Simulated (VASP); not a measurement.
Runs of VASP 6.6.1 on Cu3Au (Auricupride). It takes space group Pm-3m (No. 221, cubic). Conventional cell: a = 3.740 Å, b = 3.740 Å, c = 3.740 Å, α = 90.00°, β = 90.00°, γ = 90.00°. Around Au (site symmetry m-3m) lie 12 Cu at 2.64 Å. Cu (site symmetry 4/mmm) is surrounded by 4 Au at 2.64 Å and 8 Cu at 2.64 Å. 

| task | potentials or basis | cell | cutoff (eV) | smearing | gap on the mesh (eV) | pressure (GPa) | relaxed volume (Å³/atom) |
| --- | --- | --- | --- | --- | --- | --- | --- |
| relaxation of cell and atoms | VASP PAW PBE potentials, release 64 (Au, Cu_pv) | relaxed | 600 | fermi-dirac 0.05 eV | none | 0.0 | 13.40 |
| band structure | VASP PAW PBE potentials, release 64 (Au, Cu) | as given | 500 | fermi-dirac 0.05 eV | - | 5.2 | - |
| band structure | VASP PAW PBE potentials, release 64 (Au, Cu_pv) | as given | 520 | fermi-dirac 0.05 eV | - | (a) | - |
| relaxation of cell and atoms | VASP PAW PBE potentials, release 64 (Au, Cu) | relaxed | 580 | fermi-dirac 0.05 eV | none | 0.0 | 13.53 |
| single point | VASP PAW PBE potentials, release 64 (Au, Cu) | as given | 520 | gaussian 0.027 eV | none | 5.2 | - |

Alike in all rows: level PBE; no spin polarisation; k mesh 7 × 7 × 7.

**Question.** Estimate the missing entries.

**Answer.** (a) 4.9.

Caveats: spin-orbit coupling is left out, which moves the levels of the heavy elements (some runs).

A k mesh can miss the band edges, and the runs leave out spin-orbit coupling on Au.

A gap of «none» marks a metal or a gap under the smearing width.

The runs don't all hold the same shells in valence.
